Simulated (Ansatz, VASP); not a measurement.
One calculation of AlRu, two programs

INCAR

```
SYSTEM = AlRu
ALGO = Normal
EDIFF = 1E-6
ENCUT = 520
GGA = PE
ISIF = 2
ISMEAR = 0
LASPH = .True.
LCHARG = .True.
LELF = .True.
LREAL = .False.
LVHAR = .True.
LWAVE = .False.
NBANDS = 16
NELM = 80
PREC = Accurate
SIGMA = 0.05
```

The input KPOINTS:

```
k-points
0
Gamma
  12 12 12
  0 0 0
```

POSCAR

```
AlRu
1.0
    2.9916000000      0.0000000000      0.0000000000
    0.0000000000      2.9916000000      0.0000000000
    0.0000000000      0.0000000000      2.9916000000
Al Ru
1 1
Direct
    0.0000000000      0.0000000000      0.0000000000
    0.5000000000      0.5000000000      0.5000000000
```

Input for Ansatz:

```yaml
crystal:
  lattice:
    - [2.9916, 0.0, 0.0]
    - [0.0, 2.9916, 0.0]
    - [0.0, 0.0, 2.9916]
  atoms:
    - { symbol: Al, position: [0.0, 0.0, 0.0] }
    - { symbol: Ru, position: [0.5, 0.5, 0.5] }
basis:
  ecutwfc: 420
  fft_grid_basis: typed
kpoints:
  mp_grid: { grid: [12, 12, 12] }
hamiltonian:
  xc: pbe
scf:
  occupations: { method: gaussian, width: 0.05 }
output:
  forces: true
  stress: true
  eigenvalues: true
  bader: true
  write_density: true
  volumetric_format: npy
  elf: true
```

Alike in both runs: task single point; functional PBE; k mesh 12 × 12 × 12; occupations gaussian, width 0.05 eV; no spin polarisation.

```csv
,VASP,Ansatz
version,VASP 6.6.1,Ansatz 0.2.0
potentials or method,"VASP PAW PBE potentials, release 64 (Al, Ru_pv)","scalar-relativistic, plane waves, PAW"
plane-wave cutoff (eV),520,420
valence electrons in the cell,17,19
```

|  | VASP | Ansatz | Ansatz less VASP |
| --- | --- | --- | --- |
| gap on the k mesh at the Fermi level (eV) | none | none | - |
| pressure (GPa) | 2.4 | 2.4 | +0.03 |

A gap of «none» marks a metal or a gap that the smearing closes. The functional is the same, so the differences come from potentials, cutoffs and numerics. The two sets of potentials don't hold the same shells in valence.
